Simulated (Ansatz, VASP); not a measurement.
This is a calculation of SiO for Ansatz 0.2.0.

The input input.yaml:

```yaml
crystal:
  lattice:
    - [2.80697, 0.0, 0.0]
    - [0.0, 2.80697, 0.0]
    - [0.0, 0.0, 2.80697]
  atoms:
    - { symbol: Si, position: [0.0, 0.0, 0.0] }
    - { symbol: O, position: [0.5, 0.5, 0.5] }
hamiltonian:
  xc: pbesol
  pseudopotentials: { kind: paw }
  dispersion: d3bj
kpoints:
  mp_grid: { grid: [9, 9, 9] }
scf:
  occupations: { method: fermi_dirac, width: 0.05 }
output:
  forces: true
  stress: true
  eigenvalues: true
relax:
  f_tol: 0.01
  max_steps: 40
  cell: { stress_tol: 0.05 }
```

Potentials or basis: Ansatz PAW.

Launch:

```console
$ ansatz run input.yaml --threads 2 --pin off --max-ram 5632MiB --backend cpu --events-out ev --progress --plain --runs-dir out
```

Q: Translate it to VASP 6.6.1. Potentials there: VASP PAW PBE potentials, release 64 (Si, O).

A: As run (the cutoff follows the program's own potentials):

File INCAR:

```
SYSTEM = SiO
  ALGO = Normal
  EDIFF = 1E-6
  EDIFFG = -0.01
  ENCUT = 600
  GGA = PS
  IBRION = 2
  ISIF = 3
  ISMEAR = -1
  IVDW = 12
  LASPH = .TRUE.
  LCHARG = .FALSE.
  LREAL = .FALSE.
  LWAVE = .FALSE.
  NELM = 80
  NSW = 60
  PREC = Accurate
  SIGMA = 0.05
```

Contents of KPOINTS:

```
k-points
0
G
  9 9 9
  0 0 0
```

POSCAR

```
SiO
1.0
    2.8069700000      0.0000000000      0.0000000000
    0.0000000000      2.8069700000      0.0000000000
    0.0000000000      0.0000000000      2.8069700000
Si O
1 1
Direct
    0.0000000000      0.0000000000      0.0000000000
    0.5000000000      0.5000000000      0.5000000000
```

Potentials or basis: VASP PAW PBE potentials, release 64 (Si, O).

Launch:

```bash
$ cat potpaw_PBE.64/Si/POTCAR potpaw_PBE.64/O/POTCAR > POTCAR
$ mpirun -np 1 vasp_std > vasp.out
```

Both were run:

|  | VASP | Ansatz | Ansatz less VASP |
| --- | --- | --- | --- |
| gap on the k mesh at the Fermi level, each at its own relaxed structure (eV) | none | none | - |
| relaxed volume (Å³/atom) | 10.42 | 10.43 | +0.009 |
| relaxed cell length with the largest relative difference (Å) | 2.752 | 2.753 | +0.0008 |
| energy change over the relaxation (meV/atom) | -14 | -14 | +0.3 |

A gap of «none» marks a metal or a gap that the smearing closes.

Caveats: pairwise dispersion overbinds metals, which lowers pressure and volume; the PAW data sets were made with another functional, which shifts forces and pressure a little (VASP); the plane-wave basis is chosen anew once the cell has moved, so the energies of steps on either side of that aren't comparable (Ansatz); the pressure holds a Pulay correction of +0.6 GPa for the finite cutoff (Ansatz); the PAW data sets come from PBE, with cores solved anew for the run's functional, which leaves a small shift of forces and pressure (Ansatz).
